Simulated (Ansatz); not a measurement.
# RbCl (rocksalt type): how the settings move a single-point run

How sensitive is a single-point run of RbCl (rocksalt type) to its settings? A reference run comes first, then one run with altered input.

Method: reference: DFT, PBE, PAW with Ansatz's default frozen-core files, scalar-relativistic, in Ansatz 0.2.0.

**1. The starting structure**

The structure is cubic, space group Fm-3m (No. 225). Conventional cell: a = 6.642 Å, b = 6.642 Å, c = 6.642 Å, α = 90.00°, β = 90.00°, γ = 90.00°. Rb (site symmetry m-3m) has 6 Cl at 3.32 Å as nearest neighbours. Cl (site symmetry m-3m) is surrounded by 6 Rb at 3.32 Å.

Structure file:

```cif
data_structure
_symmetry_space_group_name_H-M 'Fm-3m'
_symmetry_Int_Tables_number 225
_cell_length_a 6.6416
_cell_length_b 6.6416
_cell_length_c 6.6416
_cell_angle_alpha 90.000
_cell_angle_beta 90.000
_cell_angle_gamma 90.000
_cell_volume 292.97
loop_
_atom_site_label
_atom_site_type_symbol
_atom_site_symmetry_multiplicity
_atom_site_Wyckoff_symbol
_atom_site_fract_x
_atom_site_fract_y
_atom_site_fract_z
_atom_site_occupancy
Rb1 Rb 4 a 0.00000 0.00000 0.00000 1
Cl1 Cl 4 b 0.50000 0.00000 0.00000 1
```

**2. Reference**

input.yaml

```yaml
crystal:
  lattice:
    - [0.0, 3.3208179441, 3.3208179441]
    - [3.3208179441, 0.0, 3.3208179441]
    - [3.3208179441, 3.3208179441, 0.0]
  atoms:
    - { symbol: Rb, position: [0.0, 0.0, 0.0] }
    - { symbol: Cl, position: [0.5, 0.5, 0.5] }
kpoints:
  mp_grid: { grid: [10, 10, 10] }
scf:
  occupations: { method: fermi_dirac, width: 0.05 }
hamiltonian:
  xc: pbe
  pseudopotentials: { kind: paw }
output:
  forces: true
  stress: true
  eigenvalues: true
  efg: { contact_densities: true }
```

On the command line:

```
> ansatz run input.yaml --threads 1 --pin off --max-ram 2048MiB --backend cpu --events-out ev --progress --plain --runs-dir out
```

**3. Variant: xc rpbe**

Edit input.yaml of step 2 so:

```diff
@@ -13,3 +13,3 @@
 hamiltonian:
-  xc: pbe
+  xc: rpbe
   pseudopotentials: { kind: paw }
```

Q: Predict the outcome of this session. Wanted: for each run, ending; energy change; pressure; gap; force.

The runs gave:

| run | ending | energy change | pressure (GPa) | gap (eV) | force (eV/Å) | cycles | time |
| --- | --- | --- | --- | --- | --- | --- | --- |
| reference | converged | - | 0.4 | 4.91 | 0.00 | 6 | 3.5 s |
| 1: xc rpbe | converged | not comparable | 1.8 | 5.25 | 0.00 | 6 | 3.7 s |

Residual by cycle in the longest SCF loop of each run; runs are numbered as in the table. The quantity is the density residual dr2, in eV.

| cycle | reference | run 1 |
| --- | --- | --- |
| 1 | 5.6e-5 | 0.00481 |
| 2 | 3.7e-6 | 5.4e-4 |
| 3 | 7.5e-7 | 9.6e-5 |
| 4 | 7.4e-9 | 1.6e-7 |
| 5 | 6.4e-10 | 1.7e-8 |
| 6 | 1.4e-11 | 1.8e-10 |

Total energies don't compare across a change of functional; the pressure goes from 0.4 to 1.8 GPa and the gap on the mesh goes from 4.91 to 5.25 eV. At this fixed cell a higher pressure means that this functional prefers a larger volume than the reference.

These are semilocal Kohn-Sham gaps, which aren't the measured quantity. Such gaps usually fall short of the measured ones.
